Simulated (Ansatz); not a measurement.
# Ni (Im-3m), clamped-ion strain scan

Theory: DFT PBE, scalar-relativistic, plane waves, PAW (Ansatz 0.2.0). Cutoff 420 eV, Γ-centred 30×30×30 k-points, Gaussian smearing of 0.15 eV. Collinear spins, started from moments 0.6 μB in atom order; the magnetic state may not be the lowest. Energies are free energies at this smearing, counted from the undisturbed cell; pressure is positive in compression.

Reference structure (relaxed at this level; with this scan's settings it stands at 0.2 GPa; this bcc form isn't the usual structure):

```yaml
crystal:
  lattice:
    - [-1.40024, 1.40024, 1.40024]
    - [1.40024, -1.40024, 1.40024]
    - [1.40024, 1.40024, -1.40024]
  atoms:
    - { symbol: Ni, position: [0.00000, 0.00000, 0.00000] }
```

The cell is strained by ε times the Voigt pattern (0, 0, 0, 0, 1, 0) (xx, yy, zz, yz, xz, xy; engineering shear) with fractional coordinates fixed. The cell is metallic on the mesh throughout.

```csv
ε,ΔE (meV/atom),"stress summed along the pattern (GPa, tension positive)",pressure (GPa),moment (μB/cell)
-0.0400,8.4,-6.15,0.5,0.56
-0.0200,2.1,-3.08,0.2,0.56
0.0000,0.0,0.00,0.2,0.56
0.0100,0.5,1.54,?,0.56
0.0300,4.7,4.62,0.4,0.56
```

Problem. Give the withheld values.

Solution. pressure (GPa) at ε = 0.0100: 0.2.

Cost: 5 runs of about 4.1 core-minutes in all, on AMD EPYC 9R45 (Zen 5) (shared hosts).